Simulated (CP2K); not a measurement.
## Pb under changes of volume

One of the cells (30.323 Å³/atom); the others are scaled copies at fixed shape and fractional positions:

```
Pb
1.0
     3.50021    0.00000    0.00000
     1.75010    3.03127    0.00000
     1.75010    1.01042    2.85791
Pb
1
Direct
  0.00000 0.00000 0.00000
```

* Program: CP2K 2026.2
* Functional: LDA
* Potentials or basis: GTH_POTENTIALS Pb GTH-PADE-q4; TZVP-MOLOPT-PBE-GTH basis
* Density cutoff: 6123 eV
* k mesh: 9 × 9 × 9
* Occupations: fermi-dirac, width 0.0259 eV
* Spin: no spin polarisation

| volume (Å³/atom) | energy over the lowest point (meV/atom) | pressure (GPa) |
| --- | --- | --- |
| 28.503 | 0.00 | -0.3 |
| 29.110 | 3.17 | -1.4 |
| 29.716 | 10.16 | -2.3 |
| 30.323 | 20.53 | -3.2 |
| 30.929 | 33.90 | -3.9 |
| 31.535 | 49.90 | -4.5 |
| 32.142 | ? | ? |

Q: What does the run at 32.142 Å³/atom give?

A: Energy over the lowest point 68.01 meV/atom; pressure -5.0 GPa.

Worked out: A Birch-Murnaghan fit of order 3 (a polynomial in V^(-2/3)) to the other rows has its minimum at 28.35 Å³/atom, just outside them, with B0 = V·E''(V) = 55 GPa and B' = 4.7. It gives 68.28 meV/atom at 32.142 Å³/atom, against the run's 68.01, and -dE/dV = -5.1 GPa, against -5.0.

Energies are extrapolated to zero smearing.

Caveats: the basis of atomic orbitals isn't converged, which shifts pressures, moduli and gaps.
